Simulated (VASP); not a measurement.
# ZrB2 (P6/mmm) in VASP: settings compared

Aim: see how the results for ZrB2 move with the level of theory and the settings. Levels: LDA, r2SCAN. Tasks: relaxation of cell and atoms.

Program: VASP 6.6.1. These are calculated values, not measurements. Logs are shortened: lines on timing, memory, paths and dates and some standing lists are left out, and cuts for length are marked.

### Step 1. The crystal as given

The structure is hexagonal, space group P6/mmm (No. 191). The conventional cell has a = 3.135 Å, b = 3.135 Å, c = 3.489 Å, α = 90.00°, β = 90.00°, γ = 120.00°. Zr (site symmetry 6/mmm) is surrounded by 12 B at 2.51 Å. B (site symmetry -6m2) is surrounded by 3 B at 1.81 Å.

### Step 2. Relaxation of cell and atoms, LDA

Input file INCAR:

```
SYSTEM = ZrB2
PREC     = Accurate       ! precision mode
ENCUT    = 600            ! plane-wave cutoff, eV
EDIFF    = 1E-7           ! SCF threshold, eV
ISMEAR   = 1              ! smearing method
SIGMA    = 0.1            ! smearing width, eV
LREAL    = .False.        ! projectors in reciprocal space
LASPH    = .True.         ! aspherical terms in the spheres
NELM     = 80             ! most SCF steps
ALGO     = Normal         ! electronic algorithm
ISIF     = 3              ! what is computed and relaxed
LWAVE    = .False.        ! write WAVECAR
LCHARG   = .False.        ! write CHGCAR
GGA      = CA             ! functional
IBRION   = 2              ! ionic algorithm
NSW      = 90             ! ionic steps
EDIFFG   = -0.005         ! ionic threshold
```

Input file KPOINTS:

```
regular mesh
0
Gamma
  15 15 10
  0 0 0
```

Input file POSCAR:

```
ZrB2                                    
1.0
    3.1350284041     -0.0000000000     -0.0000000000
   -1.5675142020      2.7150142395     -0.0000000000
   -0.0000000000     -0.0000000000      3.4890492714
  Zr              B             
     1     2
Direct
     0.0000000000000000    0.0000000000000000    0.0000000000000000
     0.3333333300000021    0.6666666699999979    0.5000000000000000
     0.6666666699999979    0.3333333300000021    0.5000000000000000
```

Potentials or basis: VASP PAW LDA potentials, release 64 (Zr_sv, B).

Command:

```console
$ cat potpaw_LDA.64/Zr_sv/POTCAR potpaw_LDA.64/B/POTCAR > POTCAR
$ mpirun -np 1 vasp_std > vasp.out
```

OUTCAR:

```text
SYSTEM = ZrB2
   PREC = Accurate
   ENCUT = 600
   EDIFF = 1E-7
   ISMEAR = 1
   LREAL = .False.
   LASPH = .True.
   NELM = 80
   ISIF = 3
   GGA = CA
   IBRION = 2
   NSW = 90
   EDIFFG = -0.005

 ion  position               nearest neighbor table
   1  0.000  0.000  0.000-   2 2.51   3 2.51   2 2.51   3 2.51   2 2.51   2 2.51   3 2.51   3 2.51
                             3 2.51   3 2.51   2 2.51   2 2.51
   2  0.333  0.667  0.500-   3 1.81   3 1.81   3 1.81   1 2.51   1 2.51   1 2.51   1 2.51   1 2.51
                             1 2.51
   3  0.667  0.333  0.500-   2 1.81   2 1.81   2 1.81   1 2.51   1 2.51   1 2.51   1 2.51   1 2.51
                             1 2.51

  LATTYP: Found a hexagonal cell.
 ALAT       =     3.1350284041
 C/A-ratio  =     1.1129242934

  Lattice vectors:

 A1 = (   3.1350284041,   0.0000000000,   0.0000000000)
 A2 = (  -1.5675142020,   2.7150142395,   0.0000000000)
 A3 = (   0.0000000000,   0.0000000000,   3.4890492714)

Analysis of symmetry for initial positions (statically):
=====================================================================
 Subroutine PRICEL returns:
 Original cell was already a primitive cell.

 Routine SETGRP: Setting up the symmetry group for a
 hexagonal supercell.

 Subroutine GETGRP returns: Found 24 space group operations
 (whereof 24 operations were pure point group operations)
 out of a pool of 24 trial point group operations.

The static configuration has the point symmetry D_6h.

Analysis of symmetry for dynamics (positions and initial velocities):
=====================================================================
 Subroutine PRICEL returns:
 Original cell was already a primitive cell.

 Routine SETGRP: Setting up the symmetry group for a
 hexagonal supercell.

 Subroutine GETGRP returns: Found 24 space group operations
 (whereof 24 operations were pure point group operations)
 out of a pool of 24 trial point group operations.

The dynamic configuration has the point symmetry D_6h.

 Subroutine INISYM returns: Found 24 space group operations
 (whereof 24 operations are pure point group operations),
 and found     1 'primitive' translations

----------------------------------------------------------------------------------------

                                     Primitive cell

  volume of cell :      29.6976

  direct lattice vectors                    reciprocal lattice vectors
     3.135028404  0.000000000  0.000000000     0.318976376  0.184161097  0.000000000
[... 107 lines left out ...]
     AMIX     =   0.40;   BMIX     =  1.00
     AMIX_MAG =   1.60;   BMIX_MAG =  1.00
  volume/ion in A,a.u.               =       9.90        66.80
  Fermi-wavevector in a.u.,A,eV,Ry     =   1.385454  2.618128 26.116148  1.919483
  Thomas-Fermi vector in A             =   2.509863
   LORBIT       =      0    0 simple, 1 ext, 2 COOP (PROOUT), +10 PAW based schemes
   GGA     = CA    functional components
   LHFCALC =     F    Hartree Fock is set to
   AEXX    =    0.0000 exact exchange contribution
   IVDW    =     0    specifies the selected vdW correction
   LEPSILON=     F    determine dielectric tensor
   LRPA    =     F    only Hartree local field effects (RPA)
 conjugate gradient relaxation of ions
 non-spin polarized calculation
 Methfessel and Paxton  Order N= 1 SIGMA  =   0.10
  energy-cutoff  :      600.00
  volume of cell :       29.70
 maximum number of plane-waves:      1010
 NGX is ok and might be reduce to    28
   NGX = 13   NGY = 13   NGZ = 13

--------------------------------------- Ionic step        1  -------------------------------------------

 number of electron      18.0000000 magnetization

 Free energy of the ion-electron system (eV)
  ---------------------------------------------------
  ext. energy  EPLUGINS =         0.00000000
  ---------------------------------------------------
  free energy    TOTEN  =       -27.48543718 eV

  energy without entropy =      -27.48555117  energy(sigma->0) =      -27.48547517

------------------------ aborting loop because EDIFF is reached ----------------------------------------

  FORCE on cell =-STRESS in cart. coord.  units (eV):
  Direction    XX          YY          ZZ          XY          YZ          ZX
  --------------------------------------------------------------------------------------
  -------------------------------------------------------------------------------------
  Total        0.0163266      0.0163266      0.0113799      0.0000000      0.0000000     -0.0000000
  in kB        0.8808146      0.8808146      0.6139440      0.0000000      0.0000000     -0.0000000
  external PRESSURE =       0.7918577 kB  Pullay stress =       0.0000000 kB
[... 61 lines left out ...]
--------------------------------------- Ionic step        3  -------------------------------------------

 number of electron      18.0000000 magnetization

 Free energy of the ion-electron system (eV)
  ---------------------------------------------------
  ext. energy  EPLUGINS =         0.00000000
  ---------------------------------------------------
  free energy    TOTEN  =       -27.48543944 eV

  energy without entropy =      -27.48555368  energy(sigma->0) =      -27.48547752

 E-fermi :  10.8078     XC(G=0): -12.7472

 val. band max:       10.7287204854   @ k =   0.0667   0.0667   0.5000
 cond. band min:      10.8488130169   @ k =   0.0667   0.0667   0.4000
 fundamental gap:      0.1200925316
 Fermi energy:        10.8078361849

 k-point     1 :       0.0000    0.0000    0.0000
  band No.  band energies     occupation
      1     -37.3849      2.00000
      2     -15.7521      2.00000
      3     -15.1301      2.00000
      4     -15.1301      2.00000
      5      -1.8651      2.00000
      6       8.1474      2.00000
      7       8.1474      2.00000
      8       8.1844      2.00000
      9       8.5867      2.00000
     10      14.3788      0.00000
     11      14.3788      0.00000
     12      15.1821      0.00000
     13      15.1821      0.00000
[... 354 lines left out ...]
  band No.  band energies     occupation
      1     -37.2367      2.00000
      2     -16.0690      2.00000
      3     -15.6152      2.00000
      4     -15.5356      2.00000
      5       2.4872      2.00000
      6       2.7517      2.00000
      7       5.2963      2.00000
      8       7.3919      2.00000
      9       9.8283      2.00000
     10      10.5979      2.01146
     11      13.6961      0.00000
     12      15.1418      0.00000
     13      17.4418      0.00000

 [... further k-points ...]
[... 5 lines left out ...]
  --------------------------------------------------------------------------------------
  -------------------------------------------------------------------------------------
  Total        0.0001640      0.0001640     -0.0017830      0.0000000      0.0000000     -0.0000000
  in kB        0.0088429      0.0088429     -0.0961637      0.0000000      0.0000000     -0.0000000
  external PRESSURE =      -0.0261593 kB  Pullay stress =       0.0000000 kB
[... 18 lines left out ...]
  FREE ENERGIE OF THE ION-ELECTRON SYSTEM (eV)
  ---------------------------------------------------
  free  energy   TOTEN  =       -27.4854394376 eV

  energy  without entropy=      -27.4855536773  energy(sigma->0) =      -27.48547752

 reached required accuracy - stopping structural energy minimisation
```

Run time: 2 min. Hardware: 1 thread of Intel Xeon Platinum 8488C (Sapphire Rapids), shared host; peak memory 0.21 GiB.

What came out:

```
Free energy                            : -27.4854 eV
Relaxed volume                         : 9.90 Å³/atom
Relaxed cell                           : a = 3.135 Å, b = 3.135 Å, c = 3.489 Å, α = 90.00°, β = 90.00°, γ = 120.00°
Space group after relaxing (to 0.05 Å) : P6/mmm (No. 191)
Energy gained by relaxing              : 0.0 meV/atom
Ionic steps                            : 3
Pressure after relaxing                : 0.0 GPa
Band gap on the k mesh                 : none (metal or under the smearing width)
```

Final structure:
```
Zr B
1.0
     3.13538    0.00000    0.00000
    -1.56769    2.71532    0.00000
     0.00000    0.00000    3.48932
Zr B
1 2
Cartesian
  0.0000 0.0000 0.0000
  0.0000 1.8102 1.7447
  1.5677 0.9051 1.7447
```

[end of part 1 of 2]
